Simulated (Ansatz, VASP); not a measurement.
# CuO (Tenorite): VASP beside Ansatz

The input INCAR:

```
PREC = Accurate ; ENCUT = 520
EDIFF = 1E-6 ; ISMEAR = 0
SIGMA = 0.02 ; LREAL = F
LASPH = T ; NELM = 60
ALGO = Normal ; ISIF = 2
LWAVE = F ; LCHARG = F
GGA = PE ; LORBIT = 10
```

KPOINTS

```
regular mesh
0
Gamma
  10 10 5
```

File POSCAR:

```
CuO
1.0
    2.3418500000     -1.7113000000      0.0000000000
    2.3418500000      1.7113000000      0.0000000000
   -0.8500274268      0.0000000000      5.0578693947
Cu O
2 2
Direct
    0.5000000000      0.0000000000      0.5000000000
    0.0000000000      0.5000000000      0.0000000000
    0.4184000000      0.5816000000      0.7500000000
    0.5816000000      0.4184000000      0.2500000000
```

The input input.yaml:

```yaml
crystal:
  lattice:
    - [2.34185, -1.7113, 0.0]
    - [2.34185, 1.7113, 0.0]
    - [-0.8500274268, 0.0, 5.0578693947]
  atoms:
    - { symbol: Cu, position: [0.5, 0.0, 0.5] }
    - { symbol: Cu, position: [0.0, 0.5, 0.0] }
    - { symbol: O, position: [0.4184, 0.5816, 0.75] }
    - { symbol: O, position: [0.5816, 0.4184, 0.25] }
hamiltonian:
  xc: pbe
  pseudopotentials: { kind: paw }
kpoints:
  mp_grid: { grid: [10, 10, 5] }
scf:
  occupations: { method: gaussian, width: 0.02 }
output:
  forces: true
  stress: true
  eigenvalues: true
```

Alike in both runs: functional PBE; k mesh 10 × 10 × 5; occupations gaussian, width 0.02 eV; no spin polarisation.

```csv
,VASP,Ansatz
version,VASP 6.6.1,Ansatz 0.2.0
potentials or method,"VASP PAW PBE potentials, release 64 (Cu, O)",Ansatz PAW
plane-wave cutoff (eV),520,420
valence electrons in the cell,34,50
task,atomic charges,single point
```

|  | VASP | Ansatz | Ansatz less VASP |
| --- | --- | --- | --- |
| gap on the k mesh at the Fermi level (eV) | none | none | - |
| pressure (GPa) | 6.3 | 5.7 | -0.61 |
| largest component of the traceless stress (GPa) | 1.35 | 1.29 | -0.062 |
| rms of the force components (eV/Å) | 0.089 | 0.107 | +0.0179 |

Atom by atom the forces differ by 0.018 eV/Å (rms over components). A gap of «none» marks a metal or a gap that the smearing closes. The two sets of potentials don't hold the same shells in valence.

Caveats: the run has no spin polarisation, though such a crystal can be magnetic; semilocal functionals often make such compounds metallic where correlation or magnetic order opens a gap, which also shifts bond lengths; the pressure holds a Pulay correction of +0.7 GPa for the finite cutoff (Ansatz). With open d or f shells a metallic result of PBE can be an artefact of self-interaction; +U or a hybrid may open a gap.
